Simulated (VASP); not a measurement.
# ZrB2 under changes of volume

One of the cells (10.454 Å³/atom); the others are scaled copies at fixed shape and fractional positions:

```xyz
3
Lattice="3.1910 0.0000 0.0000 -1.5955 2.7635 0.0000 0.0000 0.0000 3.5564" Properties=species:S:1:pos:R:3 pbc="T T T"
Zr    0.0000    0.0000    0.0000
B     1.5955    0.9212    1.7782
B     0.0000    1.8423    1.7782
```

| Item | Value |
| --- | --- |
| Program | VASP 6.6.1 |
| Functional | PBEsol |
| Potentials or basis | VASP PAW PBE potentials, release 64 (Zr_sv, B) |
| Cutoff | 520 eV |
| k mesh | 10 × 10 × 8 |
| Occupations | fermi-dirac, width 0.05 eV |
| Spin | no spin polarisation |

| volume (Å³/atom) | energy over the lowest point (meV/atom) | pressure (GPa) |
| --- | --- | --- |
| 9.634 | ? | ? |
| 9.839 | 5.13 | 6.7 |
| 10.044 | 0.00 | 1.2 |
| 10.454 | 9.13 | -8.2 |
| 10.659 | 22.19 | -12.3 |
| 10.864 | 40.19 | -16.0 |

Q: What does the run at 9.634 Å³/atom give?

A: Energy over the lowest point 17.62 meV/atom; pressure 12.7 GPa.

Worked out: A Birch-Murnaghan fit of order 3 (a polynomial in V^(-2/3)) to the other rows has its minimum at 10.10 Å³/atom with B0 = V·E''(V) = 250 GPa and B' = 3.9 at fixed shape and positions, which overstates the stiffness. It gives 17.65 meV/atom at 9.634 Å³/atom, against the run's 17.62, and -dE/dV = 12.9 GPa, against 12.7.

Energies are extrapolated to zero smearing.

Caveats: the PAW data sets were made with another functional, which shifts forces and pressure a little.
